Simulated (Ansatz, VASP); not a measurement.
## PtSe2: VASP beside Ansatz

```xyz
3
Lattice="3.7240 0.0000 0.0000 -1.8620 3.2251 0.0000 0.0000 0.0000 5.0620" Properties=species:S:1:pos:R:3 pbc="T T T"
Pt    0.0000    0.0000    0.0000
Se    0.0000    2.1501    1.2655
Se    1.8620    1.0750    3.7965
```

Alike in both runs: task single point; functional PBE; k mesh 6 × 6 × 4; occupations gaussian, width 0.1 eV; no spin polarisation.

|  | VASP | Ansatz |
| --- | --- | --- |
| version | VASP 6.6.1 | Ansatz 0.2.0 |
| potentials or method | VASP PAW PBE potentials, release 64 (Pt, Se) | scalar-relativistic, plane waves, PAW |
| plane-wave cutoff (eV) | 520 | 420 |
| valence electrons in the cell | 22 | 50 |

```tsv
	VASP	Ansatz	Ansatz less VASP
gap on the k mesh at the Fermi level (eV)	none	none	-
pressure (GPa)	7.3	7.3	0.00
largest component of the traceless stress (GPa)	1.27	1.26	-0.014
rms of the force components (eV/Å)	0.274	0.270	-0.0040
```

Atom by atom the forces differ by 0.004 eV/Å (rms over components). A gap of «none» marks a metal or a gap that the smearing closes. With one functional, cell and mesh, what is left measures potentials, basis and numerics. The two sets of potentials don't hold the same shells in valence.

The runs have no spin-orbit coupling, so splittings on Pt are missing.
